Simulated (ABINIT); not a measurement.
# Si2W (I4/mmm) in ABINIT: settings compared

One crystal, Si2W, is run at these levels: LDA, WC; tasks: band structure.

Program: ABINIT 10.8.3 (patched build). These are calculated values, not measurements. Logs are shortened: lines on timing, memory, paths and dates and some standing lists are left out, and cuts for length are marked. The log counts tension as positive stress, the text compression.

## Step 1: The structure

The structure is tetragonal, space group I4/mmm (No. 139). Conventional cell: a = 3.214 Å, b = 3.214 Å, c = 7.830 Å, α = 90.00°, β = 90.00°, γ = 90.00°. W (site symmetry 4/mmm) is surrounded by 10 Si at 2.62 Å. Si (site symmetry 4mm) has 5 Si at 2.59 to 2.63 Å and 5 W at 2.62 Å as nearest neighbours.

## Step 2: Band structure, LDA

Contents of run.abi:

```
# Datasets: ground state, then fixed potential
ndtset 2

# Pseudopotentials
pp_dirpath "./"
pseudos "W.hgh, Si.hgh"

# Structure
acell 3*1.0 Angstrom
rprim
    -1.6069000000     1.6069000000     3.9149500000
     1.6069000000    -1.6069000000     3.9149500000
     1.6069000000     1.6069000000    -3.9149500000
ntypat 2
znucl 74 14
natom 3
typat 1 2 2
xred
     0.0000000000     0.0000000000     0.0000000000
     0.6653000000     0.6653000000     0.0000000000
     0.3347000000     0.3347000000     0.0000000000

# Plane-wave basis
ecut 571.439111 eV

# Exchange and correlation
ixc 7

# Bands and occupations
occopt 3
tsmear 0.00183747

# SCF cycle
nstep 100

# Output
iomode 3
prtwf 0
prteig 0
prtebands 0
enunit 1
prtden1 1
prtvha1 1
prtvclmb1 1
prtpot1 1
prtelf1 1

# Dataset 1
kptopt1 1
ngkpt1 12 12 12
nshiftk1 1
shiftk1 0.0 0.0 0.0
nband1 11
tolvrs1 1.0e-10

# Dataset 2: bands along G-X-Y-S-G-Z-S1-N-P-Y1-Z
iscf2 -2
getden2 1
nband2 15
nbdbuf2 2
tolwfr2 1.0e-12
kptopt2 -10
ndivsm2 8
prteig2 1
kptbounds2
     0.0000000000     0.0000000000     0.0000000000
     0.0000000000     0.0000000000     0.5000000000
    -0.0842355210     0.0842355210     0.5000000000
    -0.2921177605     0.2921177605     0.2921177605
     0.0000000000     0.0000000000     0.0000000000
     0.5000000000     0.5000000000    -0.5000000000
     0.2921177605     0.7078822395    -0.2921177605
     0.0000000000     0.5000000000     0.0000000000
     0.2500000000     0.2500000000     0.2500000000
     0.5000000000     0.5000000000    -0.0842355210
     0.5000000000     0.5000000000    -0.5000000000
```

Potentials or basis: HGH LDA.

Started as:

```
$ abinit run.abi > log 2>&1
```

run.abo:

```text
.Version 10.8.3 of ABINIT
 DATASET    1 : space group I4/m m m (#139); Bravais tI (body-center tetrag.)
================================================================================
 Values of the parameters that define the memory need for DATASET  1.
     intxc =       0    ionmov =       0      iscf =       7    lmnmax =       6
     lnmax =       6     mgfft =      36  mpssoang =       3    mqgrid =    3001
     natom =       3  nloc_mem =       1    nspden =       1   nspinor =       1
    nsppol =       1      nsym =      16    n1xccc =       0    ntypat =       2
    occopt =       3   xclevel =       1
       mpw =        1274          nfft =       46656          nkpt =         163
================================================================================
================================================================================

 DATASET    2 : space group I4/m m m (#139); Bravais tI (body-center tetrag.)
================================================================================
 Values of the parameters that define the memory need for DATASET  2.
     intxc =       0    ionmov =       0      iscf =      -2    lmnmax =       6
     lnmax =       6     mgfft =      36  mpssoang =       3    mqgrid =    3001
     natom =       3  nloc_mem =       1    nspden =       1   nspinor =       1
    nsppol =       1      nsym =      16    n1xccc =       0    ntypat =       2
    occopt =       3   xclevel =       1
       mpw =        1276          nfft =       46656          nkpt =         283
================================================================================
================================================================================

--------------------------------------------------------------------------------
------------- Echo of variables that govern the present computation ------------
--------------------------------------------------------------------------------
 -outvars: echo values of preprocessed input variables --------
            acell      1.8897261259E+00  1.8897261259E+00  1.8897261259E+00 Bohr
              amu      1.83850000E+02  2.80855000E+01
             ecut      2.10000000E+01 Hartree
           enunit           1
           getden1          0
           getden2          1
             iscf1          7
             iscf2         -2
                       outvar_i_n : Printing only first  50 k-points.
              ixc           7
           jdtset        1    2
                       outvar_i_n : Printing only first  50 k-points.
           kptopt1          1
           kptopt2        -10
         kptrlatt       12    0    0      0   12    0      0    0   12
          kptrlen1     7.28784219E+01
          kptrlen2     3.00000000E+01
            natom           3
            nband1         11
[... 2006 lines left out ...]

 Mean square residual over all n,k,spin=   52.269E-14; max=  99.982E-14
 reduced coordinates (array xred) for    3 atoms
       0.000000000000      0.000000000000      0.000000000000
       0.665300000000      0.665300000000     -0.000000000000
       0.334700000000      0.334700000000     -0.000000000000

 cartesian coordinates (angstrom) at end:
    1      0.00000000000000     0.00000000000000     0.00000000000000
    2     -0.00000000000000    -0.00000000000000     5.20923247000000
    3     -0.00000000000000    -0.00000000000000     2.62066753000000
 length scales=  1.889726125908  1.889726125908  1.889726125908 bohr
              =  1.000000000000  1.000000000000  1.000000000000 angstroms
 Eigenvalues (   eV  ) for nkpt= 283  k points:
 kpt#   1, nband= 15, wtk=  1.00000, kpt=  0.0000  0.0000  0.0000 (reduced coord)
  -3.66067    3.62493    6.64772    7.17858    7.56007    7.56007   10.92563   13.12931
  13.59538   13.59538   13.63548   15.11019   16.11816   16.11816   18.88494
 kpt#   2, nband= 15, wtk=  1.00000, kpt=  0.0000  0.0000  0.0106 (reduced coord)
  -3.65710    3.62826    6.62982    7.17920    7.55034    7.57889   10.90612   13.12241
  13.59798   13.59816   13.64667   15.11053   16.12165   16.13051   18.90569
 kpt#   3, nband= 15, wtk=  1.00000, kpt=  0.0000  0.0000  0.0213 (reduced coord)
  -3.64639    3.63826    6.58023    7.18105    7.52144    7.63113   10.84850   13.10231
  13.60570   13.60648   13.67973   15.11121   16.13233   16.16699   18.96742
 kpt#   4, nband= 15, wtk=  1.00000, kpt=  0.0000  0.0000  0.0319 (reduced coord)
  -3.62855    3.65486    6.50791    7.18417    7.47421    7.70757   10.75535   13.07063
  13.61829   13.62021   13.73319   15.11127   16.15083   16.22603   19.06855
 kpt#   5, nband= 15, wtk=  1.00000, kpt=  0.0000  0.0000  0.0426 (reduced coord)
  -3.60361    3.67797    6.42145    7.18859    7.40996    7.79918   10.63056   13.02984
  13.63540   13.63916   13.80467   15.10940   16.17825   16.30538   19.20660
 kpt#   6, nband= 15, wtk=  1.00000, kpt=  0.0000  0.0000  0.0532 (reduced coord)
  -3.57161    3.70747    6.32704    7.19440    7.33034    7.89911   10.47847   12.98291
[... 818 lines left out ...]
  -1.44492   -0.55676    6.59868    7.65735    9.54973    9.68566    9.77601    9.82914
  11.22083   15.23696   15.31075   16.76693   17.69169   19.31526   19.56047
 kpt# 280, nband= 15, wtk=  1.00000, kpt=  0.5000  0.5000 -0.4680 (reduced coord)
  -1.46239   -0.58451    6.62897    7.74435    9.58092    9.66000    9.80575    9.83573
  11.17132   15.18666   15.23123   16.75332   17.91037   19.51612   19.63668
 kpt# 281, nband= 15, wtk=  1.00000, kpt=  0.5000  0.5000 -0.4787 (reduced coord)
  -1.47486   -0.60440    6.65105    7.80852    9.60510    9.64121    9.82724    9.84059
  11.13231   15.15047   15.17396   16.74378   18.12239   19.46998   19.77920
 kpt# 282, nband= 15, wtk=  1.00000, kpt=  0.5000  0.5000 -0.4893 (reduced coord)
  -1.48234   -0.61637    6.66450    7.84788    9.62057    9.62976    9.84024    9.84358
  11.10721   15.12865   15.13943   16.73824   18.29743   19.44646   19.52749
 kpt# 283, nband= 15, wtk=  1.00000, kpt=  0.5000  0.5000 -0.5000 (reduced coord)
  -1.48484   -0.62036    6.66901    7.86114    9.62590    9.62590    9.84458    9.84458
  11.09853   15.12135   15.12789   16.73643   18.37195   19.43871   19.43877

== END DATASET(S) ==============================================================
================================================================================

 -outvars: echo values of variables after computation  --------
            acell      1.8897261259E+00  1.8897261259E+00  1.8897261259E+00 Bohr
           etotal1    -1.5770826870E+01
            fcart1    -4.7954440369E-19 -3.3498411402E-19 -2.1684043450E-19
                      -1.5626531580E-19 -1.1705026138E-20 -1.8880595358E-03
                       6.3580971949E-19  3.4668914016E-19  1.8880595358E-03
            rprim     -1.6069000000E+00  1.6069000000E+00  3.9149500000E+00
                       1.6069000000E+00 -1.6069000000E+00  3.9149500000E+00
                       1.6069000000E+00  1.6069000000E+00 -3.9149500000E+00
           strten1     2.5193808061E-04  2.5193808061E-04  3.0031632167E-04
                       0.0000000000E+00  0.0000000000E+00  0.0000000000E+00
           xangst      0.0000000000E+00  0.0000000000E+00  0.0000000000E+00
                      -3.8735518488E-17 -5.8426343193E-17  5.2092324700E+00
                      -3.4285571006E-17 -1.4594746301E-17  2.6206675300E+00
             xred      0.0000000000E+00  0.0000000000E+00  0.0000000000E+00
                       6.6530000000E-01  6.6530000000E-01 -3.0232703243E-17
                       3.3470000000E-01  3.3470000000E-01 -1.5209508155E-17
 Calculation completed.
```

It took 2.6 min on 1 thread of Intel Xeon 6975P-C (Granite Rapids), shared host; peak memory 0.14 GiB.

Results:

* Free energy: -429.1461 eV
* Pressure: -7.9 GPa
* Largest force: 0.097 eV/Å
* Band gap on the k mesh: none (metal or under the smearing width)
* Valence electrons inside the program's atomic spheres: W 2.66; Si 1.80

Forces in eV/Å, atoms in the order of the input:
```
W    0.000  0.000  0.000
Si   0.000  0.000 -0.097
Si   0.000  0.000  0.097
```

Levels at the corners of the path, in eV from the Fermi level:
```csv
point,band 5,band 6,band 7,band 8,band 9,band 10
Γ,-2.85,-2.85,0.52,2.72,3.19,3.19
X,-4.99,-3.25,-1.81,2.88,3.08,3.13
Y,-4.06,-3.12,-2.36,2.02,2.25,3.04
S,-2.73,-2.49,-0.38,1.91,2.66,3.60
Γ,-2.85,-2.85,0.52,2.72,3.19,3.19
Z,-0.78,-0.78,-0.57,-0.57,0.69,4.71
S1,-2.73,-2.49,-0.38,1.91,2.66,3.60
N,-2.83,-2.74,-0.49,2.77,2.91,4.11
P,-3.04,-2.47,-2.47,0.13,3.08,3.59
Y1,-4.06,-3.12,-2.36,2.02,2.25,3.04
Z,-0.78,-0.78,-0.57,-0.57,0.69,4.71
```

Caveat: spin-orbit coupling is left out, which moves the levels of the heavy elements; HGH potentials are hard and often keep d shells in the core, so these values are rough.

## Step 3: Band structure, WC

Changes to run.abi since step 2:

```diff
@@ -5,10 +5,10 @@
 pp_dirpath "./"
-pseudos "W.hgh, Si.hgh"
+pseudos "W.GGA_PBE-JTH.xml, Si.GGA_PBE-JTH.xml"
 
 # Structure
-acell 3*1.0 Angstrom
+acell 8.5542390769 8.5542390769 8.5542390769
 rprim
-    -1.6069000000     1.6069000000     3.9149500000
-     1.6069000000    -1.6069000000     3.9149500000
-     1.6069000000     1.6069000000    -3.9149500000
+    -0.3549820016     0.3549820016     0.8648558013
+     0.3549820016    -0.3549820016     0.8648558013
+     0.3549820016     0.3549820016    -0.8648558013
 ntypat 2
@@ -23,6 +23,7 @@
 # Plane-wave basis
-ecut 571.439111 eV
+ecut 15.0
+pawecutdg 30.0
 
 # Exchange and correlation
-ixc 7
+ixc 23
 
@@ -30,3 +31,3 @@
 occopt 3
-tsmear 0.00183747
+tsmear 0.05 eV
 
@@ -42,6 +43,2 @@
 prtden1 1
-prtvha1 1
-prtvclmb1 1
-prtpot1 1
-prtelf1 1
 
@@ -52,4 +49,4 @@
 shiftk1 0.0 0.0 0.0
-nband1 11
-tolvrs1 1.0e-10
+nband1 15
+tolvrs1 1.0e-9
 
@@ -58,3 +55,3 @@
 getden2 1
-nband2 15
+nband2 19
 nbdbuf2 2
@@ -62,4 +59,5 @@
 kptopt2 -10
-ndivsm2 8
+ndivsm2 5
 prteig2 1
+prtvol2 -3
 kptbounds2
```

Potentials or basis: JTH PAW PBE v2.0.

Started as:

```
$ abinit run.abi > log 2>&1
```

run.abo:

```text
.Version 10.8.3 of ABINIT
 DATASET    1 : space group I4/m m m (#139); Bravais tI (body-center tetrag.)
================================================================================
 Values of the parameters that define the memory need for DATASET  1.
     intxc =       0    ionmov =       0      iscf =      17    lmnmax =      18
     lnmax =       6     mgfft =      30  mpssoang =       3    mqgrid =    3001
     natom =       3  nloc_mem =       2    nspden =       1   nspinor =       1
    nsppol =       1      nsym =      16    n1xccc =       1    ntypat =       2
    occopt =       3   xclevel =       2
       mpw =         776          nfft =       27000          nkpt =         163
 PAW method is used; the additional fine FFT grid is defined by:
   mgfftf=        45    nfftf =     91125
================================================================================
================================================================================

 DATASET    2 : space group I4/m m m (#139); Bravais tI (body-center tetrag.)
================================================================================
 Values of the parameters that define the memory need for DATASET  2.
     intxc =       0    ionmov =       0      iscf =      -2    lmnmax =      18
     lnmax =       6     mgfft =      30  mpssoang =       3    mqgrid =    3001
     natom =       3  nloc_mem =       2    nspden =       1   nspinor =       1
    nsppol =       1      nsym =      16    n1xccc =       1    ntypat =       2
    occopt =       3   xclevel =       2
[... 2493 lines left out ...]
   9.76973    9.92296   10.08644   10.15969   11.60795   15.36397   15.77094   16.96526
  17.74551   19.38854   19.74014
 kpt# 175, nband= 19, wtk=  1.00000, kpt=  0.5000  0.5000 -0.4667 (reduced coord)
 -63.16389  -27.42713  -27.39829  -27.39826   -1.08209   -0.30188    6.79820    7.98868
   9.81273    9.88353   10.13988   10.17262   11.53690   15.27413   15.63289   16.94215
  18.09762   19.64207   19.85469
 kpt# 176, nband= 19, wtk=  1.00000, kpt=  0.5000  0.5000 -0.4834 (reduced coord)
 -63.16412  -27.42769  -27.39698  -27.39692   -1.09945   -0.33236    6.82680    8.08235
   9.84080    9.85903   10.17261   10.18083   11.48774   15.21954   15.54892   16.92958
  18.44526   19.58275   19.78722
 kpt# 177, nband= 19, wtk=  1.00000, kpt=  0.5000  0.5000 -0.5000 (reduced coord)
 -63.16416  -27.42786  -27.39641  -27.39641   -1.10520   -0.34255    6.83651    8.11446
   9.85073    9.85073   10.18365   10.18365   11.47004   15.20123   15.52077   16.92561
  18.63484   19.56263   19.56263

== END DATASET(S) ==============================================================
================================================================================

 -outvars: echo values of variables after computation  --------
            acell      8.5542390769E+00  8.5542390769E+00  8.5542390769E+00 Bohr
           etotal1    -7.7139073869E+01
            fcart1    -2.3802978061E-20 -2.3802978061E-20 -0.0000000000E+00
                       6.4651549465E-20 -4.3768667784E-20  4.5739051078E-04
                      -4.0848571404E-20  6.7571645844E-20 -4.5739051078E-04
            rprim     -3.5498200160E-01  3.5498200160E-01  8.6485580130E-01
                       3.5498200160E-01 -3.5498200160E-01  8.6485580130E-01
                       3.5498200160E-01  3.5498200160E-01 -8.6485580130E-01
           strten1     5.2110742429E-05  5.2110742429E-05  3.9153732901E-05
                       0.0000000000E+00  0.0000000000E+00  0.0000000000E+00
           xangst      0.0000000000E+00  0.0000000000E+00  0.0000000000E+00
                      -3.2876152788E-16  2.4589103253E-16  5.2092324663E+00
                      -1.1862256997E-16  7.6931972047E-17  2.6206675281E+00
             xred      0.0000000000E+00  0.0000000000E+00  0.0000000000E+00
                       6.6530000000E-01  6.6530000000E-01 -2.5785828431E-17
                       3.3470000000E-01  3.3470000000E-01 -1.2972368519E-17
 Calculation completed.
```

It took 5 min on 1 thread of Intel Xeon 6975P-C (Granite Rapids), shared host; peak memory 0.17 GiB.

What came out:

* Free energy: -2099.0611 eV
* Largest force: 0.024 eV/Å
* Band gap on the k mesh: none (metal or under the smearing width)
* Valence electrons inside the program's atomic spheres: W 11.88; Si 1.56

Forces on the atoms (eV/Å):
```
W    0.000  0.000  0.000
Si   0.000  0.000  0.024
Si   0.000  0.000 -0.024
```

Levels at the corners of the path, in eV from the Fermi level:
| point | band 7 | band 8 | band 9 | band 10 | band 11 | band 12 | band 13 | band 14 | band 15 | band 16 |
| --- | --- | --- | --- | --- | --- | --- | --- | --- | --- | --- |
| Γ | -3.75 | -3.36 | -2.86 | -2.86 | 0.60 | 2.74 | 3.02 | 3.09 | 3.09 | 4.61 |
| X | -6.00 | -5.51 | -5.03 | -3.27 | -1.75 | 2.81 | 2.93 | 3.10 | 3.92 | 4.40 |
| Y | -5.89 | -5.14 | -4.09 | -3.13 | -2.32 | 1.97 | 2.12 | 3.01 | 5.17 | 5.40 |
| S | -7.78 | -3.07 | -2.72 | -2.48 | -0.33 | 1.80 | 2.52 | 3.58 | 4.39 | 4.48 |
| Γ | -3.75 | -3.36 | -2.86 | -2.86 | 0.60 | 2.74 | 3.02 | 3.09 | 3.09 | 4.61 |
| Z | -3.87 | -2.59 | -0.85 | -0.85 | -0.52 | -0.52 | 0.77 | 4.50 | 4.82 | 6.22 |
| S1 | -7.78 | -3.07 | -2.72 | -2.48 | -0.33 | 1.80 | 2.52 | 3.58 | 4.39 | 4.48 |
| N | -5.76 | -4.86 | -2.82 | -2.78 | -0.44 | 2.66 | 2.80 | 3.96 | 4.39 | 5.18 |
| P | -6.59 | -6.59 | -3.03 | -2.43 | -2.43 | 0.06 | 2.93 | 3.58 | 4.14 | 4.14 |
| Y1 | -5.89 | -5.14 | -4.09 | -3.13 | -2.32 | 1.97 | 2.12 | 3.01 | 5.17 | 5.40 |
| Z | -3.87 | -2.59 | -0.85 | -0.85 | -0.52 | -0.52 | 0.77 | 4.50 | 4.82 | 6.22 |

Caveat: the cutoff is too short for stress, so the log's stress isn't used; the PAW data sets were made with another functional, which shifts forces and pressure a little; spin-orbit coupling is left out, which moves the levels of the heavy elements.
